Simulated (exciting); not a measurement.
# Pt (Fm-3m) in exciting: further runs, part 3 of 3

exciting (release sodium). The steps go on from the part before.

### Step 6. Real-space fields, LDA-PZ

run_exciting.py

```python
import subprocess
import xml.etree.ElementTree as ET
from ase.io import read
from ase.units import Bohr

atoms = read("Pt.cif")
rmt = {'Pt': 2.3}  # bohr
tasks = """
<groundstate do="fromscratch" ngridk="12 12 12" rgkmax="8" gmaxvr="14" lmaxapw="10" lmaxmat="10" lmaxvr="8" xctype="LDA_PZ" stype="Fermi Dirac" swidth="0.00036749" nempty="12" ValenceRelativity="iora*" epsengy="1e-05" epspot="1e-05" maxscl="60" outputlevel="normal"/>
<properties>
  <chargedensityplot>
    <plot3d>
      <box grid="14 14 14">
        <origin coord="0 0 0"/>
        <point coord="1 0 0"/>
        <point coord="0 1 0"/>
        <point coord="0 0 1"/>
      </box>
    </plot3d>
  </chargedensityplot>
  <elfplot>
    <plot3d>
      <box grid="14 14 14">
        <origin coord="0 0 0"/>
        <point coord="1 0 0"/>
        <point coord="0 1 0"/>
        <point coord="0 0 1"/>
      </box>
    </plot3d>
  </elfplot>
  <exccplot>
    <plot3d>
      <box grid="14 14 14">
        <origin coord="0 0 0"/>
        <point coord="1 0 0"/>
        <point coord="0 1 0"/>
        <point coord="0 0 1"/>
      </box>
    </plot3d>
  </exccplot>
</properties>
"""

root = ET.Element("input")
ET.SubElement(root, "title").text = "Pt"
structure = ET.SubElement(root, "structure", speciespath="./", tshift="false")
crystal = ET.SubElement(structure, "crystal", scale="1.0")
for vector in atoms.cell / Bohr:
    ET.SubElement(crystal, "basevect").text = " ".join(f"{x:.12f}" for x in vector)
symbols = atoms.get_chemical_symbols()
for element in dict.fromkeys(symbols):
    species = ET.SubElement(structure, "species", speciesfile=element + ".xml", rmt=str(rmt[element]))
    for symbol, position in zip(symbols, atoms.get_scaled_positions(wrap=False)):
        if symbol == element:
            ET.SubElement(species, "atom", coord=" ".join(f"{x:.12f}" for x in position))
root.extend(ET.fromstring("<tasks>" + tasks + "</tasks>"))
ET.indent(root)
ET.ElementTree(root).write("input.xml")
subprocess.run(["exciting_smp"], check=True)
```

Pt.cif

```cif
data_Pt
_cell_length_a 2.77313137
_cell_length_b 2.77313137
_cell_length_c 2.77313137
_cell_angle_alpha 60.00000000
_cell_angle_beta 60.00000000
_cell_angle_gamma 60.00000000
_space_group_name_H-M_alt 'P1'
_space_group_name_Hall 'P 1'
_space_group_IT_number 1
loop_
_space_group_symop_operation_xyz
'x,y,z'
loop_
_atom_site_label
_atom_site_type_symbol
_atom_site_symmetry_multiplicity
_atom_site_Wyckoff_symbol
_atom_site_fract_x
_atom_site_fract_y
_atom_site_fract_z
_atom_site_occupancy
Pt1 Pt 1 a 0.0000000000 0.0000000000 0.0000000000 1
```

Potentials or basis: all-electron LAPW+lo, shipped species files, valence relativity iora*.

On the command line:

```console
OMP_NUM_THREADS=1 python run_exciting.py
```

Output:

```text
================================================================================
EXCITING SODIUM started
[... 10 lines left out ...]

 Lattice vectors (cartesian) :
      5.2404588003      0.0000000000      0.0000000000
      2.6202294001      4.5383704485      0.0000000000
      2.6202294001      1.5127901495      4.2788166929

 Reciprocal lattice vectors (cartesian) :
      1.1989761864     -0.6922292240     -0.4894799784
      0.0000000000      1.3844584479     -0.4894799784
      0.0000000000      0.0000000000      1.4684399352

 Unit cell volume                           :     101.7637108007
 Brillouin zone volume                      :       2.4375114812

 Species :    1 (Pt)
     parameters loaded from                 :    Pt.xml
     name                                   :    platinum
     nuclear charge                         :     -78.00000000
     electronic charge                      :      78.00000000
     atomic mass                            :  355605.43990000
     muffin-tin radius                      :       2.30000000
     # of radial points in muffin-tin       :     450

     atomic positions (lattice) :
[... 7 lines left out ...]
 Number of crystal symmetries               :      48

 k-point grid                               :      12   12   12
 Total number of k-points                   :      72
 k-point set is reduced with crystal symmetries

 R^MT_min * |G+k|_max (rgkmax)              :       8.00000000
 Species with R^MT_min                      :       1 (Pt)
 Maximum |G+k| for APW functions            :       3.47826087
 Maximum |G| for potential and density      :      14.00000000

 G-vector grid sizes                        :      24    24    24
 Total number of G-vectors                  :    4693

 Maximum angular momentum used for
     APW functions                          :      10
     computing H and O matrix elements      :      10
     potential and density                  :       8
     inner part of muffin-tin               :       2

 Total nuclear charge                       :     -78.00000000
 Total electronic charge                    :      78.00000000
 Total core charge                          :      48.00000000
 Total valence charge                       :      30.00000000

 Number of empty states                     :      12
 Total number of valence states             :      28

 Maximum Hamiltonian size                   :     102
 Maximum number of plane-waves              :      76
 Total number of local-orbitals             :      26

 Exchange-correlation type                  :       2
     Perdew-Zunger, Phys. Rev. B 23, 5048 (1981)

 Smearing scheme                            :    Fermi-Dirac
 Smearing width                             :       0.00036749

 Using multisecant Broyden potential mixing
[... 16 lines left out ...]
+ SCF iteration number :    1                                                  +
++++++++++++++++++++++++++++++++++++++++++++++++++++++++++++++++++++++++++++++++
 Total energy                               :    -18414.58831755
 _______________________________________________________________
 Fermi energy                               :         0.53693279
 Kinetic energy                             :     21106.75690060
 Coulomb energy                             :    -39174.72171411
 Exchange energy                            :      -338.46409045
 Correlation energy                         :        -8.15941360
[... 252 lines left out ...]
 RMS change in effective potential (target) :  0.343964E-02  ( 0.100000E-04)
 Absolute change in total energy   (target) :  0.519109      ( 0.100000E-04)
 Charge distance                   (target) :  0.164274E-03  ( 0.100000E-04)

++++++++++++++++++++++++++++++++++++++++++++++++++++++++++++++++++++++++++++++++
[... 8 further cycles ...]
+ SCF iteration number :   19                                                  +
++++++++++++++++++++++++++++++++++++++++++++++++++++++++++++++++++++++++++++++++
 Total energy                               :    -18436.43541031
 _______________________________________________________________
 Fermi energy                               :         0.45663176
 Kinetic energy                             :     21091.74181615
 Coulomb energy                             :    -39181.21594464
 Exchange energy                            :      -338.79368783
 Correlation energy                         :        -8.16759399
[... 256 lines left out ...]
 RMS change in effective potential (target) :  0.213735E-08  ( 0.100000E-04)
 Absolute change in total energy   (target) :  0.230865E-05  ( 0.100000E-04)
 Charge distance                   (target) :  0.184348E-08  ( 0.100000E-04)

++++++++++++++++++++++++++++++++++++++++++++++++++++++++++++++++++++++++++++++++
| Convergency criteria checked for the last 2 iterations                       +
| Convergence targets achieved. Performing final SCF iteration                 +
++++++++++++++++++++++++++++++++++++++++++++++++++++++++++++++++++++++++++++++++
 Total energy                               :    -18436.44377197
 _______________________________________________________________
 Fermi energy                               :         0.45663102
 Kinetic energy                             :     21091.73937634
 Coulomb energy                             :    -39181.22164171
 Exchange energy                            :      -338.79390979
 Correlation energy                         :        -8.16759681

 DOS at Fermi energy (states/Ha/cell)       :       124.59397064

 Electron charges :
     core                                   :        48.00000000
     core leakage                           :         0.00208156
     valence                                :        30.00000000
     interstitial                           :         2.23815112
     charge in muffin-tin spheres :
                  atom     1    Pt          :        75.76184888
     total charge in muffin-tins            :        75.76184888
     total charge                           :        78.00000000

++++++++++++++++++++++++++++++++++++++++++++++++++++++++++++++++++++++++++++++++
[... 12 lines left out ...]
| EXCITING SODIUM stopped                                                      =
================================================================================
```

stdout:

```text
Info(rhoplot):
 3D density plot written to RHO3D.xml

Info(potplot):
 3D Coulomb potential plot written to VCL3D.xml
 3D exchange-correlation potential plot written to VXC3D.xml

Info(elfplot): 3D ELF plot written to ELF3D.xml
```

Run time: 68 s. Hardware: 1 thread of Intel Xeon Platinum 8488C (Sapphire Rapids), shared host; peak memory 0.1 GiB.

What came out:

```yaml
Band_gap_on_the_k_mesh: none (metal or under the smearing width)
All_electrons_inside_the_program's_atomic_spheres: Pt 75.76 (radii Pt 2.3 bohr)
```

Levels at points of the mesh, in eV from the Fermi level:
```csv
k point,band 11,band 12,band 13,band 14,band 15,band 16,band 17,band 18,band 19,band 20
"(0.00, 0.00, 0.00)",-10.33,-3.85,-3.85,-3.85,-1.66,-1.66,14.61,19.50,19.50,19.50
"(0.50, 0.00, 0.00)",-7.41,-3.90,-3.90,-0.53,0.02,0.02,5.78,14.17,18.84,18.84
"(0.50, 0.50, 0.00)",-7.13,-6.68,0.03,0.50,0.50,1.72,8.81,11.31,11.31,20.51
```

### Step 7. Overview

| task | level | spin | k mesh | smearing | nempty | rgkmax | gap on the mesh (eV) |
| --- | --- | --- | --- | --- | --- | --- | --- |
| band structure | PBEsol | SOC, no magnetisation | 9 × 9 × 9 | fermi-dirac 0.05 eV | 20 | 9 | none |
| band structure | RPBE | off | 12 × 12 × 12 | fermi-dirac 0.05 eV | 12 | 9 | none |
| band structure | revPBE | off | 12 × 12 × 12 | fermi-dirac 0.05 eV | 12 | 9 | none |
| band structure | BLYP | off | 12 × 12 × 12 | fermi-dirac 0.05 eV | 12 | 9 | none |
| real-space fields | LDA-PZ | off | 12 × 12 × 12 | fermi-dirac 0.01 eV | 12 | 8 | none |

Alike in all rows: potentials or basis all-electron LAPW+lo, shipped species files, valence relativity iora*; cell as given.

Every run on the cell as given and a fine mesh finds a metal.

Caveats: the free energy is that total less TS from the occupations (some runs); spin-orbit coupling is left out, which moves the levels of the heavy elements (some runs).

Compare energies only between runs with the same functional and basis.
